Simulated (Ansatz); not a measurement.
## An O vacancy in cubic perovskite SrTiO3, 39 atoms, charge +2

All numbers come from Ansatz (PAW, plane waves, no spin–orbit coupling) at the single k point (¼, ¼, ¼) without its symmetry partners. The atoms were relaxed with PBEsol in a fixed cell; other functionals are single points on those atoms unless said otherwise. The valence top and gap of the host come from its small cell on a dense mesh, with the band extrema sought between the mesh points, lined up by the mean potential, PBEsol gap 1.85 eV, HSE06 gap 3.37 eV. The charge correction uses an assumed dielectric constant of 300.

Relaxed structure:

```xyz
39
Lattice="7.7828 0.0000 0.0000 0.0000 7.7828 0.0000 0.0000 0.0000 7.7828" Properties=species:S:1:pos:R:3 pbc="T T T"
Sr    7.7111    7.7107    7.7792
Sr    7.7155    7.7150    3.8702
Sr    7.7158    3.9559    7.7798
Sr    7.7140    3.9578    3.8885
Sr    3.9572    7.7140    7.7797
Sr    3.9577    7.7142    3.8884
Sr    3.9617    3.9607    7.7802
Sr    3.9572    3.9566    3.9069
Ti    1.9347    1.9317    1.8160
Ti    1.9579    1.9547    5.9623
Ti    1.9422    5.8069    1.9700
Ti    1.9457    5.8629    5.8011
Ti    5.8087    1.9425    1.9737
Ti    5.8648    1.9460    5.8048
Ti    5.8291    5.8296    1.9396
Ti    5.8416    5.8419    5.8373
O     1.9519    1.9400    7.7806
O     1.9444    5.8390    0.0002
O     1.9484    5.8337    3.8907
O     5.8330    1.9460    7.7799
O     5.8407    1.9428    3.8886
O     5.8395    5.8343    7.7808
O     5.8358    5.8369    3.8894
O     0.0681    1.9665    2.0956
O     0.0380    1.9252    5.6995
O     0.0106    5.8460    1.9334
O     7.7795    5.8273    5.8494
O     3.8530    1.9634    2.0857
O     3.8226    1.9263    5.6724
O     3.8952    5.8477    1.9271
O     3.8810    5.8253    5.8516
O     1.9645    0.0679    2.1057
O     1.9273    0.0375    5.6945
O     1.9652    3.8525    2.0808
O     1.9240    3.8223    5.6823
O     5.8481    0.0094    1.9281
O     5.8255    7.7784    5.8515
O     5.8461    3.8939    1.9292
O     5.8274    3.8801    5.8464
```

Chemical potentials μ are those of reference phases of the elements at zero temperature by the same functional (the usual solids, diamond for C, grey Sn, and the molecules H2, N2, O2, F2, Cl2, Br2 and S8).

| functional | E(defect) − E(host) − Σ nμ + q·E_VBM (eV) | monopole (eV) | alignment (eV) | formation energy at E_F = VBM (eV) | moment (μB) | wall time, shared host |
| --- | --- | --- | --- | --- | --- | --- |
| PBEsol | 1.31 | 0.03 | -0.77 | 0.57 | 0 (no spin) | 35 s on 8 threads of Neoverse-V2 (relaxation) |
| HSE06 | -0.58 | 0.03 | -0.75 | -1.30 | 0 (no spin) | 79 s on 8 threads of Neoverse-V2 |

Task: How does the monopole term follow by hand for this cubic cell?

Result: q²·α·e²/(4πε₀)/(2εL) with the Madelung constant α = 2.837 and e²/4πε₀ = 14.40 eV·Å: 4 × 2.837 × 14.40 / (2 × 300 × 7.783) = 0.03 eV.

HSE06 one-electron levels near the gap (the ten most localised at most), from the host's valence top, not corrected for the charge's images:

```csv
level (eV),spin,filling,atoms sharing it,element of the atom with most weight
-0.17,both,2.00,14.1,spread
-0.16,both,2.00,22.0,spread
-0.07,both,2.00,17.0,spread
-0.02,both,2.00,22.3,spread
```

All elements are taken at their own reference at once; growth conditions in equilibrium with the host shift these energies, by up to the host's formation enthalpy.

The ideal cubic host may itself distort, and that gain is in these energies.

One k point and a cell of this size can leave errors of several tenths of an eV in such numbers.

The doubly charged vacancy opens outward on its cation side: the two Ti atoms facing the missing O move apart, the nearest Sr atoms also retreat, and the neighbouring O atoms lean in. This is the electrostatic response expected of a site that has lost an anion and carries a net positive charge, with no electrons left to bind the two Ti atoms through their 3d orbitals.

The formation energy at the valence top falls from 0.57 eV in PBEsol to -1.30 eV in HSE06, probably in large part because exact exchange lowers the O 2p valence edge, which enters twice for this charge. The HSE06 value suggests that vacancies would compensate holes in acceptor-doped material, though PBEsol does not give the same sign. Since the O reference is molecular O2, reducing conditions would favour the vacancy further. Without the neutral and singly charged states, the results do not establish whether the vacancy is a shallow or a deep donor.
